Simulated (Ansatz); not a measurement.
## GaP: single point with revPBE0

Crystal: GaP.

```xyz
2
Lattice="0.0000 2.7252 2.7252 2.7252 0.0000 2.7252 2.7252 2.7252 0.0000" Properties=species:S:1:pos:R:3 pbc="T T T"
Ga    0.0000    0.0000    0.0000
P     4.0879    4.0879    4.0879
```

| Item | Value |
| --- | --- |
| Program | Ansatz 0.2.0 |
| Task | single point |
| Functional | revPBE0 |
| Potentials or basis | Ansatz PAW |
| Cutoff | 420 eV (not typed: the program's choice for these potentials) |
| k mesh | 4 × 4 × 4 |
| Occupations | gaussian, width 0.15 eV |
| Spin | no spin polarisation |

- Pressure: 2.1 GPa
- Band gap on the k mesh: 3.06 eV, indirect (least direct gap 3.62 eV)

Levels at points of the mesh, in eV from the valence-band top:
```
             k point  band 6  band 7  band 8  band 9  band 10  band 11  band 12  band 13
  (0.00, 0.00, 0.00)  -13.82    0.00    0.00    0.00     3.62     5.51     5.51     5.51
 (0.00, 0.00, -0.50)  -11.59   -7.28   -1.23   -1.23     3.29     6.37     6.37    10.08
(0.00, -0.50, -0.50)  -10.61   -7.38   -2.95   -2.95     3.06     3.34    12.85    12.85
```

Wall time 11 s on 1 thread of Arm Neoverse V1 (shared host), peak memory 0.53 GiB.

Caveat: the k mesh is coarse (spacing up to 0.50 Å⁻¹), so the values aren't converged; the PAW data sets come from PBE, with cores solved anew for the run's functional, which leaves a small shift of forces and pressure; the thresholds are loose for stress. A k mesh can miss the band edges.
